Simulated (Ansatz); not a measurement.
# Slab of rocksalt NbN (100), 3 layers

The slab is cut from the rocksalt crystal, which needn't be the stable phase, as relaxed on PAW files (10.33 Å³/atom), with 16 Å of vacuum and a dipole correction:

```xyz
6
Lattice="3.0799 0.0000 0.0000 0.0000 3.0799 0.0000 0.0000 0.0000 20.3556" Properties=species:S:1:pos:R:3 pbc="T T T"
Nb    0.7700    0.7700    8.0000
N     2.3099    2.3099    8.0000
Nb    2.3099    2.3099   10.1778
N     0.7700    0.7700   10.1778
Nb    0.7700    0.7700   12.3556
N     2.3099    2.3099   12.3556
```

Level of theory: DFT with LDA, scalar-relativistic, in Ansatz 0.2.0; a Γ-centred 11×11×1 k mesh, Fermi–Dirac smearing of 0.05 eV, no spin polarisation. LAPW: all electrons, basis error target 1 meV/atom; PAW: frozen-core files, cutoff 420 eV.

The bulk energy comes from a cell in the slab's orientation on a 11×11×8 mesh. The surface energy is (E(slab) − N·E(bulk))/2A at zero smearing, the mean of both faces; thin slabs carry quantum-size effects.

The PAW files were made under PBE. The cell is 1×1, so reconstructions are forbidden.

**Question.** As cut, the LAPW slab lies 2.395 eV above 6 atoms of bulk. What surface energy is that?

**Answer.** Over two faces of 9.49 Å² it is 126.2 meV/Å², and times 16.02 J/m² per eV/Å² that gives γ = 2.023 J/m².

**Question.** What do relaxation and the other method give, and what work function comes out?

**Answer.** 

```tsv
method	γ as cut (J/m²)	γ relaxed (J/m²)	Φ as cut (eV)	Φ relaxed (eV)
LAPW	2.023	1.731	3.77	3.63
PAW	2.021	1.728	3.77	3.63
```

**Question.** How do the spacings between the planes relax?

**Answer.** From the bottom face up: d12 -0.3 % of 2.178 Å, d23 -0.3 % of 2.178 Å. The outer plane rumples by 0.217 Å.

**Question.** A core hole in the 3d shell of Nb is made on one Nb atom of each kind in every 1×1 cell (PAW hole dataset, neutral cell, valence without spin). What does it cost by layer?

**Answer.** layer 1 203.37 eV, layer 2 202.95 eV. Shifts between layers mean more than the absolute values, and a whole layer of holes screens otherwise than one hole.
